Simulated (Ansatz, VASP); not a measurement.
## Two plane-wave programs on Ag3HO

The input INCAR:

```
SYSTEM = Ag3HO
ALGO = Normal ; EDIFF = 1E-6
ENCUT = 520 ; GGA = PS
ISIF = 2 ; ISMEAR = 0
LASPH = .TRUE. ; LCHARG = .TRUE.
LELF = .TRUE. ; LREAL = .FALSE.
LVHAR = .TRUE. ; LWAVE = .FALSE.
NBANDS = 28 ; NELM = 60
PREC = Accurate ; SIGMA = 0.05
```

KPOINTS

```
k-points
0
G
  4 4 4
  0 0 0
```

Contents of POSCAR:

```
Ag3HO
1.0
    5.1000000000      0.0000000000      0.0000000000
    0.0000000000      5.1000000000      0.0000000000
    0.0000000000      0.0000000000      5.1000000000
H O Ag
1 1 3
Direct
    0.0000000000      0.0000000000      0.0000000000
    0.5000000000      0.5000000000      0.5000000000
    0.5000000000      0.5000000000      0.0000000000
    0.5000000000      0.0000000000      0.5000000000
    0.0000000000      0.5000000000      0.5000000000
```

Input for Ansatz:

```yaml
crystal:
  lattice:
    - [5.1, 0.0, 0.0]
    - [0.0, 5.1, 0.0]
    - [0.0, 0.0, 5.1]
  atoms:
    - { symbol: H, position: [0.0, 0.0, 0.0] }
    - { symbol: O, position: [0.5, 0.5, 0.5] }
    - { symbol: Ag, position: [0.5, 0.5, 0.0] }
    - { symbol: Ag, position: [0.5, 0.0, 0.5] }
    - { symbol: Ag, position: [0.0, 0.5, 0.5] }
basis:
  ecutwfc: 420
kpoints:
  mp_grid: { grid: [4, 4, 4] }
hamiltonian:
  xc: pbesol
scf:
  occupations: { method: gaussian, width: 0.05 }
output:
  forces: true
  stress: true
  eigenvalues: true
```

The cell comes from a database or a generator and needn't be the stable form of this composition.

Alike in both runs: task single point; functional PBEsol; k mesh 4 × 4 × 4; occupations gaussian, width 0.05 eV; no spin polarisation.

|  | VASP | Ansatz |
| --- | --- | --- |
| version | VASP 6.6.1 | Ansatz 0.2.0 |
| potentials or method | VASP PAW PBE potentials, release 64 (H, O, Ag) | scalar-relativistic, plane waves, PAW |
| plane-wave cutoff (eV) | 520 | 420 |
| valence electrons in the cell | 40 | 64 |

Ansatz gave:

- gap on the k mesh at the Fermi level (eV): none
- pressure (GPa): -10.5

Task: Which values does VASP return?

Result: gap on the k mesh at the Fermi level (eV): none; pressure (GPa): -10.6.

A gap of «none» marks a metal or a gap that the smearing closes. With one functional, cell and mesh, what is left measures potentials, basis and numerics. The two sets of potentials don't hold the same shells in valence.

Caveats: the PAW data sets were made with another functional, which shifts forces and pressure a little (VASP).
